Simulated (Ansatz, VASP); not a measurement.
**As: VASP and Ansatz over several settings**

```
As
1.0
     2.70368    0.00000    0.00000
     0.00000    2.70368    0.00000
     0.00000    0.00000    2.70368
As
1
Direct
  0.50000 0.50000 0.50000
```

This isn't the form of As at room conditions, which is rhombohedral.

Single points on this cell with VASP 6.6.1 and Ansatz 0.2.0. Each row is one pair of runs. Alike in all rows: spin: off; Ansatz's potentials, cutoff: Ansatz PAW, 420 eV.

```csv
level,k mesh,smearing,"VASP's potentials, cutoff","gap on the k mesh at the Fermi level (eV), VASP","gap on the k mesh at the Fermi level (eV), Ansatz","pressure (GPa), VASP","pressure (GPa), Ansatz"
PBE,10 × 10 × 10,"fermi-dirac, width 0.05 eV","VASP PAW PBE potentials, release 64 (As), 520 eV",none,none,2.4,2.2
PBEsol,10 × 10 × 10,"gaussian, width 0.02 eV","VASP PAW PBE potentials, release 64 (As), 520 eV",none,none,-1.2,-1.5
RPBE,10 × 10 × 10,"gaussian, width 0.1 eV","VASP PAW PBE potentials, release 64 (As), 500 eV",none,none,4.0,3.8
RPBE,10 × 10 × 10,"gaussian, width 0.05 eV","VASP PAW PBE potentials, release 64 (As), 520 eV",none,none,4.0,3.9
"HSE(alpha, omega)",5 × 5 × 5,"fermi-dirac, width 0.05 eV","VASP PAW PBE potentials, release 64 (As), 520 eV",none,none,2.4,2.4
PBEsol,10 × 10 × 10,"fermi-dirac, width 0.05 eV","VASP PAW PBE potentials, release 64 (As), 520 eV",none,none,-1.3,-1.6
```

Pressure (GPa): the two programs differ by at most 0.31.

A gap of «none» marks a metal or a gap that the smearing closes.

Caveats: the k mesh is coarse (spacing up to 0.46 Å⁻¹), so the values aren't converged, least of all with exact exchange (some rows); the PAW data sets were made with another functional, which shifts forces and pressure a little (VASP); the PAW data sets come from PBE, with cores solved anew for the run's functional, which leaves a small shift of forces and pressure (Ansatz); the thresholds are loose for stress (Ansatz).
